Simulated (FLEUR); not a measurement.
# AlN (P6_3mc) in FLEUR: single point with PBEsol

Aim: the single point of AlN with PBEsol.

All numbers are computed with FLEUR MaX-R8.1 (later development tree); they aren't measurements. Logs are shortened: lines on timing, memory, paths and dates and some standing lists are left out, and cuts for length are marked.

**Measured values to compare with.**

From “Structural and optical properties of self-assembled AlN nanowires grown on SiO2/Si substrates by molecular beam epitaxy”, 2024, arxiv:2402.00216, for a bulk crystal of AlN at 0 K: band gap 6.0343 eV (an exciton energy, a little under the gap).

How close the calculation comes is told below.

**1. The structure**

It takes space group P6_3mc (No. 186, hexagonal). Conventional cell: a = 3.113 Å, b = 3.113 Å, c = 4.981 Å, α = 90.00°, β = 90.00°, γ = 120.00°. Al (site symmetry 3m) has 4 N at 1.89 Å as nearest neighbours. N (site symmetry 3m) is surrounded by 4 Al at 1.89 Å.

**2. Single point, PBEsol**

The input, inp.xml:

```xml
<?xml version="1.0" encoding="UTF-8" standalone="no"?>
<fleurInput fleurInputVersion="0.39">
   <comment>
      AlN                                                                                                 
   </comment>
   <calculationSetup>
      <cutoffs Kmax="5.7" Gmax="17.7" GmaxXC="17.7" numbands="0"/>
      <scfLoop itmax="60" minDistance="0.00001" maxIterBroyd="15" imix="Anderson" alpha="0.05" precondParam="0.0" spinf="2.0" sdNocoIR="T"/>
      <coreElectrons ctail="T" frcor="F" kcrel="0" coretail_lmax="0"/>
      <xcFunctional name="PBEs" relativisticCorrections="F"/>
      <magnetism jspins="1"/>
      <soc l_soc="F" theta="0.0" phi="0.0" spav="F"/>
      <expertModes spex="0" secvar="F"/>
      <geometryOptimization l_f="F" forcealpha="1.0" forcemix="BFGS" epsdisp="0.00001" epsforce="0.00001"/>
      <ldaU l_linMix="F" mixParam="0.05" spinf="1.0"/>
   </calculationSetup>
   <cell>
      <bzIntegration valenceElectrons="32.0" mode="hist" fermiSmearingEnergy="0.00183747">
         <kPointListSelection listName="default-1"/>
         <!-- k-points included here -->
         <xi:include xmlns:xi="http://www.w3.org/2001/XInclude" href="kpts.xml"> </xi:include>
      </bzIntegration>
      <!-- symmetry operations included here -->
      <xi:include xmlns:xi="http://www.w3.org/2001/XInclude" href="sym.xml"> </xi:include>
      <bulkLattice scale="1.0">
         <bravaisMatrix>
            <row-1>    5.8827174258797994     0.0000000000000000     0.0000000000000000</row-1>
            <row-2>   -2.9413587129398997     5.0945827341332919     0.0000000000000000</row-2>
            <row-3>    0.0000000000000000     0.0000000000000000     9.4127258266325988</row-3>
         </bravaisMatrix>
      </bulkLattice>
   </cell>
   <atomSpecies>
      <species name="Aluminum (Al)" element="Al" atomicNumber="13">
         <mtSphere radius="1.72" gridPoints="585" logIncrement="0.019"/>
         <atomicCutoffs lmax="8" lnonsphr="8"/>
         <electronConfig flipSpins="F">
            <coreConfig>(1s1/2)</coreConfig>
            <valenceConfig>(2s1/2) (2p1/2) (2p3/2) (3s1/2) (3p1/2) (3p3/2)</valenceConfig>
            <stateOccupation state="(3p1/2)" spinUp="0.166667" spinDown="0.166667"/>
            <stateOccupation state="(3p3/2)" spinUp="0.333333" spinDown="0.333333"/>
         </electronConfig>
         <energyParameters s="3" p="3" d="3" f="4"/>
         <lo type="SCLO" l="0" n="2" eDeriv="0"/>
         <lo type="SCLO" l="1" n="2" eDeriv="0"/>
         <lo type="SCLO" l="2" n="3" eDeriv="2"/>
         <lo type="SCLO" l="3" n="4" eDeriv="2"/>
      </species>
      <species name="Nitrogen (N)" element="N" atomicNumber="7">
         <mtSphere radius="1.49" gridPoints="509" logIncrement="0.021"/>
         <atomicCutoffs lmax="8" lnonsphr="8"/>
         <electronConfig flipSpins="F">
            <coreConfig>(1s1/2)</coreConfig>
            <valenceConfig>(2s1/2) (2p1/2) (2p3/2)</valenceConfig>
            <stateOccupation state="(2p1/2)" spinUp="0.500000" spinDown="0.500000"/>
            <stateOccupation state="(2p3/2)" spinUp="1.000000" spinDown="1.000000"/>
         </electronConfig>
         <energyParameters s="2" p="2" d="3" f="4"/>
         <lo type="SCLO" l="0" n="2" eDeriv="2"/>
         <lo type="SCLO" l="1" n="2" eDeriv="2"/>
         <lo type="SCLO" l="2" n="3" eDeriv="2"/>
      </species>
   </atomSpecies>
   <atomGroups>
      <atomGroup species="Aluminum (Al)">
         <relPos label="                   1">-1.000/3.000 1.000/3.000 1.000/2.000</relPos>
         <relPos label="                   2">1.000/3.000 -1.000/3.000 .0000000000</relPos>
         <force calculate="T" relaxXYZ="TTT"/>
      </atomGroup>
      <atomGroup species="Nitrogen (N)">
         <relPos label="                   3">-1.000/3.000 1.000/3.000 -3.000/25.000</relPos>
         <relPos label="                   4">1.000/3.000 -1.000/3.000 .3800000000</relPos>
         <force calculate="T" relaxXYZ="TTT"/>
      </atomGroup>
   </atomGroups>
   <output dos="F" band="F" slice="F">
      <checks vchk="F" cdinf="F"/>
      <bandDOS minEnergy="-.5*Htr" maxEnergy="0.5*Htr" sigma="0.015" storeEVData="T"/>
      <vacuumDOS vacdos="F" integ="F" star="F" nstars="0" locx1="0.0" locy1="0.0" locx2="0.0" locy2="0.0" nstm="0" tworkf="0.0"/>
      <unfoldingBand unfoldBand="F" supercellX="1" supercellY="1" supercellZ="1"/>
      <plotting iplot="0" polar="F">
         <plot TwoD="T" vec1="  1.0  0.0  0.0" vec2="  0.0  1.0  0.0" vec3="  0.0  0.0  1.0" zero="  0.0  0.0  0.0" file="plot"/>
      </plotting>
      <chargeDensitySlicing numkpt="0" minEigenval="0.0" maxEigenval="0.0" nnne="0" pallst="F"/>
      <specialOutput eonly="F"/>
      <moessbauerParams electricFieldGradient="T" isomerShift="T" coreHyperfine="T" valenceHyperfine="T"/>
      <magneticCircularDichroism mcd="F" energyLo="-10.0" energyUp="0.0"/>
   </output>
  <!-- We include the file relax.xml here to enable relaxations (see documentation) -->
  <xi:include xmlns:xi="http://www.w3.org/2001/XInclude" href="relax.xml"> <xi:fallback/> </xi:include>
</fleurInput>
```

The input, crystal.txt:

```
AlN
&input cartesian=F /
3.1130000000  0.0000000000  0.0000000000
-1.5565000000  2.6959370820  0.0000000000
0.0000000000  0.0000000000  4.9810000000
1.8897261246
1.0 1.0 1.0

4
13 0.6666666666  0.3333333332  0.5000000000
13 0.3333333332  0.6666666666  0.0000000000
7 0.6666666666  0.3333333332  0.8800000000
7 0.3333333332  0.6666666666  0.3800000000

&kpt div1=10 div2=10 div3=6 gamma=T /
```

Potentials or basis: all-electron, FLAPW.

Started as:

```sh
$ inpgen -f crystal.txt -profile fastHighL
$ # inp.xml edited to the form shown
$ mpirun -n 4 fleur_MPI -pe_per_kpt 1
```

Log:

```text
Welcome to FLEUR        (www.flapw.de)
      MaX-Release 8.1          (www.max-centre.eu)

 ========== k-point set info ==========
 Selected k-point list: default-1
 k-point list type: mesh
 10 x 10 x 6
 Number of k points: 56

 ------------Calculation Setup---------------------------
 Number of MPI-tasks      :            4
 Number of PE/node        :            4
 Number of OMP-threads    :            1
 Using exactly            1  PE per kpt
 Using exactly            1  PE per kpt
 k-points in parallel     :            4
 pe's per k-point         :            1
 No of k-point loops      :           14
 Using exactly            1  PE per kpt
 Using exactly            1  PE per kpt
 Eigenvalue solver        :       lapack
 Number of basis functions:         1017
 Approximate size of matrices (H+S) per k-point:         0.031 GB
 --------------------------------------------------------
 Iteration:     1   Distance:      27.12165367 me/bohr^3
 Iteration:     2   Distance:      23.50696044 me/bohr^3
 Iteration:     3   Distance:       8.05944715 me/bohr^3
 Iteration:     4   Distance:       4.75757790 me/bohr^3
 Iteration:     5   Distance:       0.69733785 me/bohr^3
 Iteration:     6   Distance:       0.67736032 me/bohr^3
 Iteration:     7   Distance:       0.16581305 me/bohr^3
 Iteration:     8   Distance:       0.12240872 me/bohr^3
 Iteration:     9   Distance:       0.02165792 me/bohr^3
 Iteration:    10   Distance:       0.00126058 me/bohr^3
 Iteration:    11   Distance:       0.00103246 me/bohr^3
 Iteration:    12   Distance:       0.00024789 me/bohr^3
 Iteration:    13   Distance:       0.00016901 me/bohr^3
 Iteration:    14   Distance:       0.00001180 me/bohr^3
 Iteration:    15   Distance:       0.00000220 me/bohr^3

 ********************************************************************
 Run finished successfully
 Stop message:
   all done
 ********************************************************************
```

Run time: 3.1 min. Hardware: 4 MPI ranks of Arm Neoverse V2, shared host.

Results:

```
Free energy                                           : -16164.2677 eV
Band gap on the k mesh                                : 4.14 eV, direct
Valence electrons inside the program's atomic spheres : Al 8.55; N 3.70 (radii Al 1.72, N 1.49 bohr)
```

Levels at points of the mesh, in eV from the valence-band top:
```csv
k point,band 13,band 14,band 15,band 16,band 17,band 18,band 19,band 20
"(0.00, 0.00, 0.00)",-0.84,-0.18,-0.18,0.00,4.14,6.57,10.51,11.05
"(0.00, 0.00, 0.50)",-0.52,-0.52,-0.52,-0.52,6.38,6.38,10.23,10.23
"(0.00, 0.50, 0.00)",-3.37,-2.08,-1.80,-0.66,5.69,5.69,8.11,10.20
"(0.00, 0.50, 0.50)",-1.45,-1.45,-1.37,-1.37,5.20,5.20,9.17,9.17
```

Core levels (eV from the Fermi level):
```tsv
atom	levels
1 Al	1s1/2 -1499.9
2 Al	1s1/2 -1499.9
3 N	1s1/2 -372.1
4 N	1s1/2 -372.1
```

**3. Against experiment**

Step 2. Against the measured gap of AlN, 6.0343 eV (an exciton energy, a little under the gap; 0 K; quoted in “Structural and optical properties of self-assembled AlN nanowires grown on SiO2/Si substrates by molecular beam epitaxy”, 2024, arxiv:2402.00216), the calculated 4.14 eV is off by -1.89 eV. 2 values of this kind are on record (6.034 to 6.0343 eV); this one was drawn at random. The value is that of PBEsol on a finite k mesh, which can miss the band edges, without temperature or zero-point motion. Semilocal functionals fall short of measured gaps as a rule.
